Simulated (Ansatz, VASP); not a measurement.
# FeO (Wuestite) in VASP and in Ansatz

```xyz
2
Lattice="0.0000 2.1554 2.1554 2.1554 0.0000 2.1554 2.1554 2.1554 0.0000" Properties=species:S:1:pos:R:3 pbc="T T T"
Fe    0.0000    0.0000    0.0000
O     2.1554    2.1554    2.1554
```

Alike in both runs: task relaxation of cell and atoms; functional BLYP; k mesh 11 × 11 × 11; occupations fermi-dirac, width 0.05 eV; collinear spin.

|  | VASP | Ansatz |
| --- | --- | --- |
| version | VASP 6.6.1 | Ansatz 0.2.0 |
| potentials or method | VASP PAW PBE potentials, release 64 (Fe, O) | Ansatz PAW |
| plane-wave cutoff (eV) | 600 | 420 |
| valence electrons in the cell | 14 | 22 |

VASP gave:

| Quantity | Value |
| --- | --- |
| net moment per atom (μB) | 2.00 |
| size of the moment on the site where the two differ most (μB) | 3.60 |
| relaxed volume (Å³/atom) | 10.40 |
| relaxed cell length with the largest relative difference (Å) | 3.087 |
| energy change over the relaxation (meV/atom) | -8 |

Question: What did Ansatz give for the same quantities?

Answer: net moment per atom (μB): 2.00; size of the moment on the site where the two differ most (μB): 3.45; relaxed volume (Å³/atom): 10.39; relaxed cell length with the largest relative difference (Å): 3.086; energy change over the relaxation (meV/atom): -8.

Site moments also hang on the region over which each program counts them. The two sets of potentials don't hold the same shells in valence.

Caveats: a cell with one magnetic atom can't hold antiferromagnetic order, which such compounds often take; the PAW data sets were made with another functional, which shifts forces and pressure a little (VASP); the plane-wave basis is chosen anew once the cell has moved, so the energies of steps on either side of that aren't comparable (Ansatz); the pressure holds a Pulay correction of +0.8 GPa for the finite cutoff (Ansatz); the PAW data sets come from PBE, with cores solved anew for the run's functional, which leaves a small shift of forces and pressure (Ansatz). BLYP gives volumes clearly too large for solids. Zero-point motion and thermal expansion aren't in these numbers.
